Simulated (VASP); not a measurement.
# C18N in VASP: notebook

One slab, C18N, is run at these levels: PBEsol; tasks: single point.

All numbers are computed with VASP 6.6.1; they aren't measurements. Logs are shortened: lines on timing, memory, paths and dates and some standing lists are left out, and cuts for length are marked.

## Step 1: The slab as given

The cell holds a slab with vacuum, 19 atoms: a = 7.398 Å, b = 7.398 Å, c = 12.000 Å, α = 90.00°, β = 90.00°, γ = 120.00°.

The cell was built by a generator and needn't be a form met in nature.

## Step 2: Single point, PBEsol, collinear spin, typed start

INCAR

```
SYSTEM = C18N
PREC = Accurate
ENCUT = 520
EDIFF = 1E-7
ISMEAR = -1
SIGMA = 0.02
LREAL = Auto
LASPH = .TRUE.
NELM = 150
ALGO = Normal
ISIF = 2
LWAVE = .FALSE.
LCHARG = .TRUE.
ISPIN = 2
MAGMOM = 0 0 0 0 0 0 0 0 0 0 0 0 0 0 0 0 0 0 0.27
LORBIT = 11
GGA = PS
LELF = .TRUE.
LVHAR = .TRUE.
NBANDS = 58
```

KPOINTS

```
Automatic mesh
0
G
  2 2 1
  0 0 0
```

POSCAR

```
C18N
1.0
    7.3980000000      0.0000000000      0.0000000000
   -3.6990000000      6.4068560000      0.0000000000
    0.0000000000      0.0000000000     12.0000000000
C N
18 1
Direct
   -0.0093577709     -0.0072164881      0.0811573333
    0.2136753378      0.1130111243      0.1040145000
   -0.0043073295      0.3285524132      0.0746204167
    0.2189334195      0.4410114727      0.0710369167
   -0.0030041145      0.6611099110      0.0820214167
    0.2161742361      0.7685633952      0.0887610833
    0.3313310049     -0.0076007639      0.1162637500
    0.5556610107      0.1079129920      0.0904720000
    0.3318559107      0.3343833543      0.0765918333
    0.5512260546      0.4398419443      0.0785551667
    0.3290564362      0.6625546134      0.0767381667
    0.5520088726      0.7724511055      0.0788969167
    0.6622132864     -0.0046907563      0.0803864167
    0.8837249070      0.1053597896      0.0755694167
    0.6627267667      0.3270112517      0.0825548333
    0.8855979027      0.4381871545      0.0774019167
    0.6622536842      0.6625722507      0.0769337500
    0.8849237250      0.7733229840      0.0810989167
    1.2644938933      1.0650840287      0.2119250833
```

Potentials or basis: VASP PAW PBE potentials, release 64 (C, N).

The run is started by

```console
$ cat potpaw_PBE.64/C/POTCAR potpaw_PBE.64/N/POTCAR > POTCAR
$ mpirun -np 1 vasp_std > vasp.out
```

OUTCAR:

```text
SYSTEM = C18N
   PREC = Accurate
   ENCUT = 520
   EDIFF = 1E-7
   ISMEAR = -1
   LREAL = Auto
   LASPH = .TRUE.
   NELM = 150
   ISIF = 2
   ISPIN = 2
   LORBIT = 11
   GGA = PS

 ion  position               nearest neighbor table
   1  0.991  0.993  0.081-  18 1.41  14 1.41   2 1.46
   2  0.214  0.113  0.104-  19 1.44   1 1.46   9 1.46   7 1.53
   3  0.996  0.329  0.075-  16 1.41  14 1.43   4 1.43
   4  0.219  0.441  0.071-   9 1.41  11 1.42   3 1.43
   5  0.997  0.661  0.082-   6 1.41  16 1.43  18 1.44
   6  0.216  0.769  0.089-   5 1.41  11 1.41   7 1.47
   7  0.331  0.992  0.116-  19 1.46   8 1.47   6 1.47   2 1.53
   8  0.556  0.108  0.090-  15 1.41  13 1.41   7 1.47
   9  0.332  0.334  0.077-  10 1.41   4 1.41   2 1.46
  10  0.551  0.440  0.079-   9 1.41  17 1.43  15 1.44
  11  0.329  0.663  0.077-   6 1.41   4 1.42  12 1.43
  12  0.552  0.772  0.079-  17 1.41  13 1.43  11 1.43
  13  0.662  0.995  0.080-   8 1.41  14 1.42  12 1.43
  14  0.884  0.105  0.076-   1 1.41  13 1.42   3 1.43
  15  0.663  0.327  0.083-   8 1.41  16 1.43  10 1.44
  16  0.886  0.438  0.077-   3 1.41  15 1.43   5 1.43
  17  0.662  0.663  0.077-  12 1.41  10 1.43  18 1.43
  18  0.885  0.773  0.081-   1 1.41  17 1.43   5 1.44
  19  0.264  0.065  0.212-   2 1.44   7 1.46

  LATTYP: Found a hexagonal cell.
 ALAT       =     7.3980000000
 C/A-ratio  =     1.6220600162

  Lattice vectors:

 A1 = (   7.3980000000,   0.0000000000,   0.0000000000)
 A2 = (  -3.6990000000,   6.4068560000,   0.0000000000)
 A3 = (   0.0000000000,   0.0000000000,  12.0000000000)

Analysis of symmetry for initial positions (statically):
=====================================================================
 Subroutine PRICEL returns:
 Original cell was already a primitive cell.

 Routine SETGRP: Setting up the symmetry group for a
 hexagonal supercell.

 Subroutine GETGRP returns: Found  1 space group operations
 (whereof  1 operations were pure point group operations)
 out of a pool of 24 trial point group operations.

The static configuration has the point symmetry C_1 .

Analysis of symmetry for dynamics (positions and initial velocities):
=====================================================================
 Subroutine PRICEL returns:
 Original cell was already a primitive cell.

 Routine SETGRP: Setting up the symmetry group for a
 hexagonal supercell.

 Subroutine GETGRP returns: Found  1 space group operations
 (whereof  1 operations were pure point group operations)
 out of a pool of 24 trial point group operations.

The dynamic configuration has the point symmetry C_1 .

Analysis of structural, dynamic, and magnetic symmetry:
=====================================================================
 Subroutine PRICEL returns:
 Original cell was already a primitive cell.

 Routine SETGRP: Setting up the symmetry group for a
 hexagonal supercell.

 Subroutine GETGRP returns: Found  1 space group operations
 (whereof  1 operations were pure point group operations)
 out of a pool of 24 trial point group operations.

The overall configuration has the point symmetry C_1 .

 Subroutine INISYM returns: Found  1 space group operations
 (whereof  1 operations are pure point group operations),
 and found     1 'primitive' translations

----------------------------------------------------------------------------------------

                                     Primitive cell

  volume of cell :     568.7750

  direct lattice vectors                    reciprocal lattice vectors
     7.398000000  0.000000000  0.000000000     0.135171668  0.078041398  0.000000000
    -3.699000000  6.406856000  0.000000000     0.000000000  0.156082796  0.000000000
     0.000000000  0.000000000 12.000000000     0.000000000  0.000000000  0.083333333

  length of vectors
     7.398000000  7.398000054 12.000000000     0.156082797  0.156082796  0.083333333

  position of ions in fractional coordinates (direct lattice)
     0.990642229  0.992783512  0.081157333
     0.213675338  0.113011124  0.104014500
     0.995692670  0.328552413  0.074620417
     0.218933419  0.441011473  0.071036917
     0.996995885  0.661109911  0.082021417
     0.216174236  0.768563395  0.088761083
[... 11 lines left out ...]
     0.884923725  0.773322984  0.081098917
     0.264493893  0.065084029  0.211925083

  ion indices of the primitive-cell ions
   primitive index   ion index
                 1           1
                 2           2
                 3           3
                 4           4
                 5           5
                 6           6
[... 11 lines left out ...]
                18          18
                19          19

----------------------------------------------------------------------------------------

 KPOINTS: Automatic mesh

Automatic generation of k-mesh.
 Grid dimensions read from file:
 generate k-points for:    2    2    1

 Generating k-lattice:

  Cartesian coordinates                     Fractional coordinates (reciprocal lattice)
     0.067585834  0.039020699  0.000000000     0.500000000  0.000000000  0.000000000
     0.000000000  0.078041398  0.000000000     0.000000000  0.500000000  0.000000000
     0.000000000  0.000000000  0.083333333     0.000000000  0.000000000  1.000000000

  Length of vectors
     0.078041399  0.078041398  0.083333333

  Shift w.r.t. Gamma in fractional coordinates (k-lattice)
     0.000000000  0.000000000  0.000000000

 Subroutine IBZKPT returns following result:
 ===========================================

 Found      4 irreducible k-points:

 Following reciprocal coordinates:
            Coordinates               Weight
  0.000000  0.000000  0.000000      1.000000
  0.500000  0.000000  0.000000      1.000000
  0.000000  0.500000  0.000000      1.000000
  0.500000  0.500000  0.000000      1.000000
   k-points           NKPTS =      4   k-points in BZ     NKDIM =      4   number of bands    NBANDS=     58
   number of dos      NEDOS =    301   number of ions     NIONS =     19
   total plane-waves  NPLWV = 282240
   dimension x,y,z NGX =    56 NGY =   56 NGZ =   90
   dimension x,y,z NGXF=   112 NGYF=  112 NGZF=  180
   ions per type =              18   1
   NGX,Y,Z   is equivalent  to a cutoff of  12.58, 12.58, 12.47 a.u.
   NGXF,Y,Z  is equivalent  to a cutoff of  25.17, 25.17, 24.94 a.u.
 SYSTEM =  C18N
   PREC   = accura    normal or accurate (medium, high low for compatibility)
   ISTART =      0    job   : 0-new  1-cont  2-samecut
   ICHARG =      2    charge: 1-file 2-atom 10-const
   ISPIN  =      2    spin polarized calculation?
   LNONCOLLINEAR =      F non collinear calculations
   LSORBIT =      F    spin-orbit coupling
   LASPH  =      T    aspherical Exc in radial PAW
   ENCUT  =  520.0 eV  38.22 Ry    6.18 a.u.  13.76 13.76 22.31*2*pi/ulx,y,z
   NELM   =    150;   NELMIN=  2; NELMDL= -5     # of ELM steps
   EDIFF  = 0.1E-06   stopping-criterion for ELM
   LREAL  =      T    real-space projection
   EDIFFG = 0.1E-05   stopping-criterion for IOM
   NSW    =      0    number of steps for IOM
   IBRION =     -1    ionic relax: 0-MD 1-quasi-New 2-CG
   NFREE  =      0    steps in history (QN), initial steepest desc. (CG)
   ISIF   =      2    stress and relaxation
   ISYM   =      2    0-nonsym 1-usesym 2-fastsym
   POTIM  = 0.5000    time-step for ionic-motion
   TEBEG  =    0.0;   TEEND  =   0.0 temperature during run
   PSTRESS=    0.0 pullay stress
   NELECT =      77.0000    total number of electrons
   NUPDOWN=      -1.0000    fix difference up-down
   EMIN   =  10.00;   EMAX   =-10.00  energy-range for DOS
   EFERMI =   0.00;   METHOD = LEGACY
   ISMEAR =    -1;   SIGMA  =   0.02  broadening in eV -4-tet -1-fermi 0-gaus
   EFERMI_NEDOS =   21; number of points for ismear=-14 and -15
   IALGO  =     38    algorithm
   IMIX   =      4    mixing-type and parameters
     AMIX     =   0.40;   BMIX     =  1.00
     AMIX_MAG =   1.60;   BMIX_MAG =  1.00
  volume/ion in A,a.u.               =      29.94       202.01
  Fermi-wavevector in a.u.,A,eV,Ry     =   0.840604  1.588512  9.614087  0.706615
  Thomas-Fermi vector in A             =   1.955013
   LORBIT       =     11    0 simple, 1 ext, 2 COOP (PROOUT), +10 PAW based schemes
   GGA     = PS    functional components
   LHFCALC =     F    Hartree Fock is set to
   AEXX    =    0.0000 exact exchange contribution
   IVDW    =     0    specifies the selected vdW correction
   LEPSILON=     F    determine dielectric tensor
   LRPA    =     F    only Hartree local field effects (RPA)
 spin polarized calculation
  energy-cutoff  :      520.00
  volume of cell :      568.78
 maximum number of plane-waves:     15363
 NGX is ok and might be reduce to    56
   NGX = 27   NGY = 27   NGZ = 45

 number of electron      77.0000001 magnetization       0.5000429

 Free energy of the ion-electron system (eV)
  ---------------------------------------------------
  ext. energy  EPLUGINS =         0.00000000
  ---------------------------------------------------
  free energy    TOTEN  =      -177.80080569 eV

  energy without entropy =     -177.79357281  energy(sigma->0) =     -177.79718925

 E-fermi :  -2.2787     XC(G=0):  -3.7792

 val. band max:       -2.2814880502   @ k =   0.0000   0.5000   0.0000
 cond. band min:      -2.2768377559   @ k =   0.5000   0.0000   0.0000
 fundamental gap:      0.0046502943
 Fermi energy:        -2.2787154923

 spin component 1

 k-point     1 :       0.0000    0.0000    0.0000
  band No.  band energies     occupation
      1     -22.8600      1.00000
      2     -20.9819      1.00000
      3     -19.1313      1.00000
      4     -19.0790      1.00000
      5     -19.0015      1.00000
      6     -18.9844      1.00000
[... 42 lines left out ...]
     49       3.6179      0.00000
     50       4.2753      0.00000
[... 157 lines left out ...]
     49       4.1007      0.00000
     50       4.3004      0.00000
 Fermi energy:        -2.2787154923

 spin component 2

 k-point     1 :       0.0000    0.0000    0.0000
  band No.  band energies     occupation
      1     -22.6572      1.00000
      2     -20.9148      1.00000
      3     -19.1298      1.00000
      4     -19.0714      1.00000
      5     -18.9966      1.00000
      6     -18.9797      1.00000
[... 42 lines left out ...]
     49       3.6134      0.00000
     50       4.3016      0.00000
[... 157 lines left out ...]
     49       4.0925      0.00000
     50       4.3065      0.00000
 [bands above 50 left out]

------------------------ aborting loop because EDIFF is reached ----------------------------------------

  FORCE on cell =-STRESS in cart. coord.  units (eV):
  Direction    XX          YY          ZZ          XY          YZ          ZX
  --------------------------------------------------------------------------------------
  -------------------------------------------------------------------------------------
  Total        0.0536451      1.0133943      0.0532432      1.1436267     -0.4712500      0.6860867
  in kB        0.1511123      2.8546212      0.1499804      3.2214719     -1.3274598      1.9326314
  external PRESSURE =       1.0519046 kB  Pullay stress =       0.0000000 kB

 VOLUME and BASIS-vectors are now :
 -----------------------------------------------------------------------------
  energy-cutoff  :      520.00
  volume of cell :      568.78
      direct lattice vectors                 reciprocal lattice vectors
     7.398000000  0.000000000  0.000000000     0.135171668  0.078041398  0.000000000
    -3.699000000  6.406856000  0.000000000     0.000000000  0.156082796  0.000000000
     0.000000000  0.000000000 12.000000000     0.000000000  0.000000000  0.083333333

 POSITION                                       TOTAL-FORCE (eV/Angst)
 -----------------------------------------------------------------------------------
      3.65647      6.36062      0.97389        -0.032606      0.037686     -0.085529
      1.16274      0.72405      1.24817        -0.063829     -0.002285     -0.064739
      6.15082      2.10499      0.89545        -0.019612      0.029752      0.013943
     -0.01163      2.82550      0.85244        -0.032126      0.002924      0.084062
      4.93033      4.23564      0.98426        -0.029779      0.031977      0.039701
     -1.24366      4.92407      1.06513        -0.024203      0.056287     -0.008378
[... 11 lines left out ...]
      3.68614      4.95457      0.97319        -0.027349      0.024353      0.011864
      1.71598      0.41698      2.54310         0.420293     -0.298481      0.225892
 -----------------------------------------------------------------------------------
    total drift:                               -0.000887     -0.023161      0.007505

  FREE ENERGIE OF THE ION-ELECTRON SYSTEM (eV)
  ---------------------------------------------------
  free  energy   TOTEN  =      -177.8008056929 eV

  energy  without entropy=     -177.7935728113  energy(sigma->0) =     -177.79718925

 total charge

# of ion       s       p       d       tot
------------------------------------------
    1        0.864   1.780   0.000   2.644
    2        0.836   1.789   0.000   2.625
    3        0.856   1.790   0.000   2.646
    4        0.861   1.782   0.000   2.643
    5        0.857   1.780   0.000   2.637
    6        0.862   1.767   0.000   2.629
[... 11 lines left out ...]
   18        0.858   1.776   0.000   2.635
   19        1.311   2.367   0.000   3.678
--------------------------------------------------
tot         16.733  34.414   0.000  51.147

 magnetization (x)

# of ion       s       p       d       tot
------------------------------------------
    1        0.002  -0.001   0.000   0.001
    2       -0.001  -0.003   0.000  -0.004
    3       -0.000  -0.001   0.000  -0.001
    4        0.001   0.005   0.000   0.005
    5       -0.001  -0.013   0.000  -0.013
    6        0.003   0.013   0.000   0.016
[... 11 lines left out ...]
   18        0.000   0.006   0.000   0.006
   19        0.008   0.340   0.000   0.348
--------------------------------------------------
tot          0.016   0.341   0.000   0.358
```

Wall time 11 min (1 thread of Intel Xeon Platinum 8488C (Sapphire Rapids), shared host); peak memory 0.84 GiB.

Results:

| Item | Value |
| --- | --- |
| Free energy | -177.8008 eV |
| Largest force | 0.563 eV/Å |
| Band gap on the k mesh | none (metal or under the smearing width) |
| Net moment | 0.50 μB per cell |
| Site moments | C +0.00, -0.00, +0.01, -0.01, +0.02; N +0.35 μB |
| Valence electrons inside the program's atomic spheres | C 2.64, 2.62, 2.65, 2.63, 2.60; N 3.68 |

Forces in eV/Å, atoms in the order of the input:
```
C   -0.033  0.038 -0.086
C   -0.064 -0.002 -0.065
C   -0.020  0.030  0.014
C   -0.032  0.003  0.084
C   -0.030  0.032  0.040
C   -0.024  0.056 -0.008
C    0.070 -0.001 -0.233
C   -0.043  0.008 -0.094
C   -0.021 -0.044  0.121
C   -0.016  0.004  0.066
C   -0.021  0.009  0.030
C   -0.030  0.018 -0.013
C   -0.025  0.008 -0.071
C   -0.025  0.040 -0.072
C   -0.025  0.029  0.002
C   -0.029  0.042  0.022
C   -0.026  0.004  0.026
C   -0.027  0.024  0.012
N    0.420 -0.298  0.226
```

Caveat: the k mesh is coarse (spacing up to 0.49 Å⁻¹), so the values aren't converged; the PAW data sets were made with another functional, which shifts forces and pressure a little.

## Step 3: Single point, PBEsol, collinear spin, typed start

INCAR

```
SYSTEM = C18N
  PREC = Accurate
  ENCUT = 520
  EDIFF = 1E-7
  ISMEAR = -1
  SIGMA = 0.02
  LREAL = Auto
  LASPH = .TRUE.
  NELM = 150
  ALGO = Normal
  ISIF = 2
  LWAVE = .FALSE.
  LCHARG = .TRUE.
  ISPIN = 2
  MAGMOM = 0 0 0 0 0 0 0 0 0 0 0 0 0 0 0 0 0 0 0.27
  LORBIT = 11
  GGA = PS
  LELF = .TRUE.
  LVHAR = .TRUE.
  NBANDS = 58
```

KPOINTS is that of step 2.

POSCAR

```
C18N
1.0
    7.3980000000      0.0000000000      0.0000000000
   -3.6990000000      6.4068560000      0.0000000000
    0.0000000000      0.0000000000     12.0000000000
C N
18 1
Direct
   -0.0095140300     -0.0108577436      0.0889036667
    0.2216689473      0.1116031014      0.1073630833
    0.0008239125      0.3304934589      0.0815836667
    0.2250185891      0.4436984380      0.0787085000
   -0.0009891121      0.6616254525      0.0759957500
    0.2237419936      0.7763347576      0.0841115833
    0.3341044491     -0.0051774224      0.0943759167
    0.5542857920      0.1066964826      0.0915802500
    0.3354200458      0.3356797780      0.0832538333
    0.5547317947      0.4398993828      0.0785855000
    0.3362315719      0.6662506540      0.0805460833
    0.5564002216      0.7748850606      0.0811710000
    0.6664618342     -0.0025169912      0.0868629167
    0.8866763393      0.1106873637      0.0824471667
    0.6670916177      0.3297004022      0.0853498333
    0.8875659789      0.4392482054      0.0805139167
    0.6658680822      0.6609313523      0.0724882500
    0.8849073635      0.7657609286      0.0696603333
    1.0736918421      1.0464791155      0.2014980833
```

Potentials or basis: VASP PAW PBE potentials, release 64 (C, N).

The run is started by

```console
$ cat potpaw_PBE.64/C/POTCAR potpaw_PBE.64/N/POTCAR > POTCAR
$ mpirun -np 1 vasp_std > vasp.out
```

It took 10 min on 1 thread of Intel Xeon Platinum 8488C (Sapphire Rapids), shared host; peak memory 0.85 GiB.

The run converged. Its results:

- Free energy: -177.5014 eV
- Largest force: 1.174 eV/Å
- Band gap on the k mesh: none (metal or under the smearing width)
- Net moment: 0.61 μB per cell
- Site moments: C +0.00, -0.01, +0.03, -0.02, +0.01, -0.00, +0.02; N +0.36 μB
- Valence electrons inside the program's atomic spheres: C 2.65, 2.60, 2.64, 2.63; N 3.66

Forces in eV/Å, atoms in the order of the input:
```
C   -0.235  0.046  0.472
C    0.152  0.038  0.246
C   -0.080 -0.082 -0.013
C   -0.030 -0.061  0.057
C   -0.038  0.036  0.111
C   -0.025 -0.020 -0.003
C   -0.004 -0.008 -0.132
C   -0.068  0.033 -0.222
C   -0.010 -0.005  0.055
C   -0.040  0.026 -0.055
C   -0.016 -0.052  0.001
C   -0.052 -0.046 -0.112
C   -0.086  0.029 -0.427
C   -0.318 -0.007 -0.642
C   -0.037  0.011 -0.079
C   -0.079  0.027  0.017
C   -0.051  0.019 -0.013
C   -0.034  0.114  0.225
N    1.052 -0.098  0.512
```

Levels at points of the mesh, in eV from the Fermi level:
Spin up:
```tsv
k point	band 36	band 37	band 38	band 39	band 40	band 41	band 42	band 43
(0.00, 0.00, 0.00)	-2.59	-1.18	-0.66	0.03	0.27	1.55	3.58	3.88
(0.50, 0.00, 0.00)	-2.50	-2.37	-0.97	-0.43	0.84	2.27	2.55	3.09
(0.00, 0.50, 0.00)	-2.49	-2.27	-1.13	-0.89	1.60	2.31	2.63	2.67
(0.50, 0.50, 0.00)	-2.51	-2.35	-1.26	-0.84	1.58	2.29	2.60	2.74
```
Spin down:
```
           k point  band 34  band 35  band 36  band 37  band 38  band 39  band 40  band 41  band 42  band 43
(0.00, 0.00, 0.00)    -3.05    -2.87    -2.49    -0.70    -0.30     0.11     0.53     1.63     3.63     3.88
(0.50, 0.00, 0.00)    -2.71    -2.54    -2.40    -2.36    -0.46     0.16     0.90     2.27     2.56     3.22
(0.00, 0.50, 0.00)    -2.72    -2.55    -2.44    -2.22    -0.98     0.00     1.64     2.39     2.65     2.75
(0.50, 0.50, 0.00)    -2.71    -2.51    -2.39    -2.35    -1.08     0.02     1.63     2.35     2.63     2.83
```

Caveat: the k mesh is coarse (spacing up to 0.49 Å⁻¹), so the values aren't converged; the PAW data sets were made with another functional, which shifts forces and pressure a little.
